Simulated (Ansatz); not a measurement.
Space group F-43m (No. 216). a = 6.635 Å, b = 6.635 Å, c = 6.635 Å, α = 90.00°, β = 90.00°, γ = 90.00°
| atom | site | symmetry | x | y | z |
| --- | --- | --- | --- | --- | --- |
| In | 4a | -43m | 0.0000 | 0.0000 | 0.0000 |
| Sb | 4d | -43m | 0.2500 | 0.2500 | 0.7500 |

Equation of state of this InSb structure (not necessarily the ground state), with shape and atoms relaxed at each volume where symmetry leaves them free. Theory: Ansatz, DFT PBE, scalar-relativistic, plane waves, PAW.

Cutoff 420 eV; k points 12×12×12 on the computed 2-atom cell (Γ-centred); Gaussian smearing, width 0.10 eV; no spin polarisation.

```
V (Å³/atom) E − E(largest V) (meV/atom) P (GPa) gap on mesh (eV)
     32.128                        42.85     6.40              0.14
     33.223                         6.25     4.36              0.00
     34.319                       -17.55     2.65              0.00
     35.414                       -30.60     1.21              0.00
     36.509                       -34.62     0.00              0.00
     37.605                       -31.08    -1.01              0.00
     38.700                       -21.22    -1.85              0.00
     40.160                         0.00    -2.77              0.00
```

Question: Fit a third-order Birch–Murnaghan equation to E(V).

Answer: V0 = 36.51 Å³/atom, B0 = 37 GPa, B0' = 4.9.

Spin-orbit coupling is left out, which matters for the bands of heavy elements.